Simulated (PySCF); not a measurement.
Molecule: `InChI=1S/C7H10/c1-2-7-4-3-6(1)5-7/h1-2,6-7H,3-5H2/t6-,7+`.

Atoms are numbered as in `[CH:1]1=[CH:2][C@H:3]2[CH2:4][CH2:5][C@@H:6]1[CH2:7]2`; H(Xn) means a hydrogen on atom n. Ha(C4), Ha(C5) are cis to C1 on the ring; Ha(C7) is cis to C4 on the ring; Hb(C4), Hb(C5) are trans to C1 on the ring; Hb(C7) is trans to C4 on the ring.

Geometry PBE0-D3(BJ)/def2-SVP throughout; GIAO in PySCF, gas phase, one conformer, non-relativistic; equivalent atoms averaged; functional PBE0.

For orientation, def2-SVP gives these absolute shieldings σ: C1/C2 56.8, C3/C6 151.0, C4/C5 167.7, H(C1)/H(C2) 25.30, H(C3)/H(C6) 28.78, Hb(C4)/Hb(C5) 29.85, Hb(C7) 30.11, Ha(C7) 30.43, Ha(C4)/Ha(C5) 30.52 ppm.

A run gave: C1/C2 43.0, C3/C6 141.1, C4/C5 159.6, H(C1)/H(C2) 25.14, H(C3)/H(C6) 28.70, Hb(C4)/Hb(C5) 29.84, Hb(C7) 30.08, Ha(C7) 30.39, Ha(C4)/Ha(C5) 30.54 ppm (absolute shieldings σ).

Which basis set was used in that run?
A. STO-3G
B. pcSseg-0
C. aug-cc-pVDZ
D. pcSseg-1
E. def2-TZVP

Results:

E. C4/C5 tells them apart best: def2-TZVP gives 159.6, pcSseg-1 gives 157.4, STO-3G gives 202.0, aug-cc-pVDZ gives 169.3, pcSseg-0 gives 165.0 ppm.
